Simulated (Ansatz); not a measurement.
# LiCl: the cost of one run

The runs shown are made with Ansatz 0.2.0. PBE orbitals, norm-conserving pseudopotentials, plane waves. Calculated at 0 K for a non-magnetic cell.

### 1 The system as given

The cell was relaxed beforehand with r2SCAN; volume changes: +0 %, -5 %, +5 %, -10 %, +10 %.

The symmetry is P6_3mc (No. 186, hexagonal); conventional cell a = 3.894 Å, c = 6.226 Å, 20.44 Å³ an atom. Li has 4 Cl at 2.37 Å; Cl has 4 Li at 2.37 Å.

The structure in full:

```cif
data_structure
_symmetry_space_group_name_H-M 'P 1'
_symmetry_Int_Tables_number 1
_cell_length_a 3.8937
_cell_length_b 3.8937
_cell_length_c 6.2259
_cell_angle_alpha 90.000
_cell_angle_beta 90.000
_cell_angle_gamma 120.000
_cell_volume 81.75
loop_
_atom_site_label
_atom_site_type_symbol
_atom_site_fract_x
_atom_site_fract_y
_atom_site_fract_z
_atom_site_occupancy
Li1 Li 0.66667 0.33333 0.87808 1
Li2 Li 0.33333 0.66667 0.37808 1
Cl1 Cl 0.66667 0.33333 0.49692 1
Cl2 Cl 0.33333 0.66667 0.99692 1
```

### 2 The unscaled cell

input.yaml reads:

```yaml
crystal:
  lattice:
    - [3.8937403922, 0.0, 0.0]
    - [-1.9468701961, 3.3720780954, 0.0]
    - [0.0, 0.0, 6.2258774044]
  atoms:
    - { symbol: Li, position: [0.6666666667, 0.3333333333, 0.878076154] }
    - { symbol: Li, position: [0.3333333333, 0.6666666667, 0.378076154] }
    - { symbol: Cl, position: [0.6666666667, 0.3333333333, 0.496924846] }
    - { symbol: Cl, position: [0.3333333333, 0.6666666667, 0.996924846] }
kpoints:
  mp_grid: { grid: [6, 6, 2] }
hamiltonian:
  xc: pbe
  pseudopotentials: { kind: nc }
scf:
  occupations: { method: fixed }
output:
  rpa_energy:
    ecut_chi_ladder: [147, 165, 183, 203, 223]
    long_wavelength: optical_limit
basis:
  ecutwfc: 1034.032677
```

What time and memory should one allow on 1 × NVIDIA H100 80GB HBM3 with 2 threads of AMD EPYC 7R13 (Zen 3), shared host?

About 10 min, with a peak of 5.5 GiB on the host.
